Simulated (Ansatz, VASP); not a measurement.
Si: VASP beside Ansatz

Contents of INCAR:

```
SYSTEM = Si
ALGO     = Normal         ! electronic algorithm
EDIFF    = 1E-6           ! SCF threshold, eV
ENCUT    = 520            ! plane-wave cutoff, eV
GGA      = RP             ! functional
ISIF     = 2              ! what is computed and relaxed
ISMEAR   = 0              ! smearing method
LASPH    = .True.         ! aspherical terms in the spheres
LCHARG   = .True.         ! write CHGCAR
LELF     = .True.         ! ELF
LREAL    = .False.        ! projectors in reciprocal space
LVHAR    = .True.       
LWAVE    = .False.        ! write WAVECAR
NBANDS   = 11             ! bands
NELM     = 60             ! most SCF steps
PREC     = Accurate       ! precision mode
SIGMA    = 0.1            ! smearing width, eV
```

KPOINTS

```
k-points
0
Gamma
  11 11 11
  0 0 0
```

POSCAR

```
Si
1.0
   -2.3713723045      2.3713723045      1.3292653899
    2.3713723045     -2.3713723045      1.3292653899
    2.3713723045      2.3713723045     -1.3292653899
Si
2
Direct
    0.5000000000      0.5000000000      0.0000000000
    0.2500000000      0.7500000000      0.5000000000
```

The input input.yaml:

```yaml
crystal:
  lattice:
    - [-2.3713723045, 2.3713723045, 1.3292653899]
    - [2.3713723045, -2.3713723045, 1.3292653899]
    - [2.3713723045, 2.3713723045, -1.3292653899]
  atoms:
    - { symbol: Si, position: [0.5, 0.5, 0.0] }
    - { symbol: Si, position: [0.25, 0.75, 0.5] }
kpoints:
  mp_grid: { grid: [11, 11, 11] }
scf:
  occupations: { method: gaussian, width: 0.1 }
hamiltonian:
  xc: rpbe
  pseudopotentials: { kind: all_electron, lapw: { basis_error: 0.001 } }
output:
  forces: true
  stress: true
  eigenvalues: true
```

This isn't the form of Si at room conditions, which is diamond.

Alike in both runs: task single point; functional RPBE; k mesh 11 × 11 × 11; occupations gaussian, width 0.1 eV; no spin polarisation.

|  | VASP | Ansatz |
| --- | --- | --- |
| version | VASP 6.6.1 | Ansatz 0.2.0 |
| potentials or method | VASP PAW PBE potentials, release 64 (Si) | all-electron LAPW, scalar-relativistic |
| plane-wave cutoff (eV) | 520 | see its input |

VASP gave:

| Property | Result |
| --- | --- |
| gap on the k mesh at the Fermi level (eV) | none |
| pressure (GPa) | 4.3 |
| largest component of the traceless stress (GPa) | 1.23 |

Question: What did Ansatz give for the same quantities?

Answer: gap on the k mesh at the Fermi level (eV): none; pressure (GPa): 4.8; largest component of the traceless stress (GPa): 1.25.

A gap of «none» marks a metal or a gap that the smearing closes. Ansatz ran all-electron here, so the differences hold the error of VASP's frozen core and of both bases.

Caveats: the PAW data sets were made with another functional, which shifts forces and pressure a little (VASP).
